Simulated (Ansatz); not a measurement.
Data:

```xyz
5
Lattice="3.8124 0.0000 0.0000 0.0000 3.8124 0.0000 0.0000 0.0000 3.8124" Properties=species:S:1:pos:R:3 pbc="T T T"
La     0.0000     0.0000     0.0000
Al     1.9062     1.9062     1.9062
O      0.0000     1.9062     1.9062
O      1.9062     1.9062     0.0000
O      1.9062     0.0000     1.9062
```

No spin polarisation.

Electron doping at 7.0×10^21 cm⁻³ (0.388 per cell), with a uniform compensating background at fixed cell and a 300 K Fermi–Dirac width.

All numbers come from DFT with PBE, PAW potentials and a 420 eV plane-wave cutoff in Ansatz (a first-principles code), scalar-relativistic without spin-orbit coupling. Γ-centred 12×12×12 mesh, Fermi–Dirac width 0.0259 eV.

### Question
Predict the gap character and gap between the host's bands.

### Answer
- Gap character = indirect, R → Γ
- Gap between the host's bands = 3.63 eV

Carriers are added with a uniform compensating background; total energy and stress of such cells depend on the potential's zero and are not compared; many-body gap narrowing is missing at this level. No phonon test of stability was made. The cell was made from LaAlO3 in the cubic perovskite structure (space group Pm-3m, No. 221) by this change: electrons 7.0×10^21 cm⁻³. Many cubic perovskites are stable only at high temperature; tilts and polar distortions were not tested.
